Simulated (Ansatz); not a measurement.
Independent-particle absorption of SnO2 (I4_1/amd, a = 4.052 Å, b = 4.052 Å, c = 10.363 Å, α = 90.00°, β = 90.00°, γ = 90.00°), no local fields or excitons, 0.1 eV broadening. Theory: DFT PBE, scalar-relativistic, plane waves, PAW (Ansatz).

Settings: cutoff 420 eV, Γ-centred mesh 10×10×10 on the computed 6-atom cell, Gaussian smearing of 0.02 eV; no spin polarisation. The spectrum is summed on a 15×15×15 mesh.

```yaml
crystal:
  lattice:
    - [-2.02614, 2.02614, 5.18138]
    - [2.02614, -2.02614, 5.18138]
    - [2.02614, 2.02614, -5.18138]
  atoms:
    - { symbol: Sn, position: [0.75000, 0.25000, 0.50000] }
    - { symbol: Sn, position: [0.00000, 0.00000, 0.00000] }
    - { symbol: O, position: [0.79759, 0.79759, 0.00000] }
    - { symbol: O, position: [0.95241, 0.45241, 0.50000] }
    - { symbol: O, position: [0.20241, 0.20241, 0.00000] }
    - { symbol: O, position: [0.54759, 0.04759, 0.50000] }
```

```csv
photon energy (eV),"ε2,zz"
0.0,0.00
0.4,0.00
0.8,0.00
1.2,0.00
1.6,0.00
2.0,0.01
2.4,0.48
2.8,1.42
3.2,1.74
3.6,1.96
4.0,2.13
4.4,2.40
4.8,2.89
5.2,2.62
5.6,2.46
6.0,2.66
6.4,3.03
6.8,2.86
7.2,2.15
7.6,1.58
8.0,3.25
8.4,4.49
8.8,6.70
9.2,4.52
9.6,4.30
10.0,4.20
10.4,4.34
10.8,2.68
11.2,4.11
11.6,4.83
12.0,2.67
12.4,2.59
12.8,1.89
13.2,1.90
13.6,1.76
14.0,1.92
```

The strongest peak lies near 8.8 eV. ε∞ (xx, yy, zz) = 4.4, 4.4, 4.6.

This form isn't the usual stable structure of the compound.

Cost: 1 run of about 9.6 core-minutes, on Arm Neoverse V1 (shared hosts).